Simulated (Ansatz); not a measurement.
All-electron LAPW in Ansatz 0.2.0 under PBE, scalar-relativistic, energies extrapolated to zero smearing. Slabs are 1×1 cells cut from bulk crystals relaxed on PAW files, with atoms then relaxed, 16 to 20 Å of vacuum, a dipole correction, k spacings of 0.16 to 0.26 Å⁻¹ and smearing of 0.02 to 0.1 eV, without spin–orbit coupling or spin polarisation. The bulk type named needn't be the stable one, and no reconstruction is allowed.

Task: Order these slabs by work function, lowest first.
A. hcp Rh (10-10), 8 layers
B. fcc Au (110), 5 layers
C. bcc Mg (110), 4 layers
D. bcc V (111), 5 layers
E. fcc Sr (100), 4 layers

Result: E (2.52 eV), D (3.70 eV), C (3.77 eV), B (4.91 eV), A (5.10 eV).
